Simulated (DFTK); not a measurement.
GaN:

```xyz
2
Lattice="0.0000 2.2535 2.2535 2.2535 0.0000 2.2535 2.2535 2.2535 0.0000" Properties=species:S:1:pos:R:3 pbc="T T T"
Ga    0.0000    0.0000    0.0000
N     1.1268    1.1268    1.1268
```

The cell is a database's computed one.

Base run:

| Quantity | Value |
| --- | --- |
| Program | DFTK 0.8.2 |
| Functional | PBEsol |
| Potentials or basis | dojo.nc.sr.pbesol.v0_4_1.standard.upf (PBEsol) |
| Cutoff | 1143 eV |
| k mesh | 10 × 10 × 10 |
| Occupations | fermi-dirac, width 0.05 eV |
| Spin | no spin polarisation |

Its results: band gap on the k mesh 1.71 eV, direct.

Problem. The run is repeated on the same cell with these changes: potentials or basis from dojo.nc.sr.pbesol.v0_4_1.standard.upf (PBEsol) to cp2k.nc.sr.pbe.v0_1.largecore.gth (PBE, GTH, large core); cutoff from 1143 eV to 1633 eV; valence electrons from 18 to 8. What comes out?

Solution. Band gap on the k mesh 2.00 eV, direct.

Caveats: this set keeps more shells in the core, which shifts pressures and gaps (some runs).

Not every run made on this cell is shown here.
